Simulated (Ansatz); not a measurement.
An Ansatz input (plane waves, PAW) for AgI that has something wrong with it:

```yaml
crystal:
  lattice:
    - [0.0, 3.3128479699, 3.3128479699]
    - [3.3128479699, 0.0, 3.3128479699]
    - [3.3128479699, 3.3128479699, 0.0]
  atoms:
    - { symbol: Ag, position: [0.0, 0.0, 0.0] }
    - { symbol: I, position: [0.75, 0.75, 0.75] }
basis:
  ecutwfc: 420
  ecutrho_ratio: 4
kpoints:
  mp_grid: { grid: [10, 10, 10] }
hamiltonian:
  xc: pbe
  hubbard: { sites: [{ species: Ag, l: f, u_eff: 30.0 }] }
scf:
  occupations: { method: gaussian, width: 0.05 }
  max_iter: 80
output:
  forces: true
  stress: true
```

Launched as:
```sh
ansatz run input.yaml --threads 2 --pin off --max-ram 2662MiB --backend cpu --events-out ev --progress --plain --runs-dir out
```

Q: What is wrong with it?

A: A U on a shell that isn't there. Against the sound input: hamiltonian.hubbard: {"sites": [{"species": "Ag", "l": "f", "u_eff": 30.0}]} (the cap on iterations is only a precaution).

What the program printed:

```
Error: inconsistent input (hamiltonian.hubbard.sites[].l, hamiltonian.hubbard.sites[].shell): the file of Ag doesn't list 4f, and it can't be added: PBE doesn't bind the shell 4f of the free atom, whose level lies at +1.09 eV. Type an atom or ion with it (hamiltonian.pseudopotentials.projection_atoms), take another file or name another shell
```

The input was refused before any iteration. Cost: 0.1 s on 2 threads of Arm Neoverse V2, on a shared host, peak memory 0.081 GiB. The run before the change (PBE, 420 eV, 10×10×10 mesh) gave:

```tsv
run	P (GPa)	gap on the mesh (eV)	cell moment (μB)	largest force component (eV/Å)
sound	0.0	1.34	–	0.000
```

The chain of runs began from a cell as deposited in COD, expanded in volume. Of that entry: the entry's cell lengths or inner coordinates differ somewhat from later room-temperature determinations.

Of that run: Kohn–Sham gaps of semilocal functionals lie under measured ones, often by a third or more.
